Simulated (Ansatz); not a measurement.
Runs of Ansatz 0.2.0 on BaS. It takes space group Fm-3m (No. 225, cubic). Conventional cell: a = 6.388 Å, b = 6.388 Å, c = 6.388 Å, α = 90.00°, β = 90.00°, γ = 90.00°. Ba (site symmetry m-3m) has 6 S at 3.19 Å as nearest neighbours. Around S (site symmetry m-3m) lie 6 Ba at 3.19 Å. 

| task | level | spin | k mesh | smearing | q mesh | points for each segment of the path | atoms under strain | gap on the mesh (eV) | pressure (GPa) |
| --- | --- | --- | --- | --- | --- | --- | --- | --- | --- |
| phonons | PBEsol | off | 5 × 5 × 5 | fixed | 2 × 2 × 2 | 8 | - | 2.19 | - |
| single point | RPBE | off | 7 × 7 × 7 | gaussian 0.05 eV | - | - | - | 2.41 | 2.4 |
| Born charges and dielectric tensor | PBEsol | off | 7 × 7 × 7 | fixed | - | - | - | (b) | - |
| density of states | LDA | SOC, no magnetisation | 5 × 5 × 5 | tetrahedron | - | - | - | 2.07 | (a) |
| elastic constants | PBEsol | off | 5 × 5 × 5 | fixed | - | - | relaxed | 2.19 | -1.1 |

Alike in all rows: potentials or basis Ansatz PAW; cell as given; cutoff (eV) 420.

Estimate the missing entries.

(a) -2.5; (b) 2.14.

Caveats: odd divisions of the mesh miss points on the zone boundary, where band edges often lie, so the gap on the mesh can be too wide; the PAW data sets come from PBE, with cores solved anew for the run's functional, which leaves a small shift of forces and pressure; spin-orbit coupling is left out, which moves the levels of the heavy elements (some runs); with tetrahedron occupations forces and stress needn't match the slope of the energy (some runs).

A k mesh can miss the band edges, and rows without SOC leave out spin-orbit coupling on Ba.

Runs at the PBE level aren't shown here.
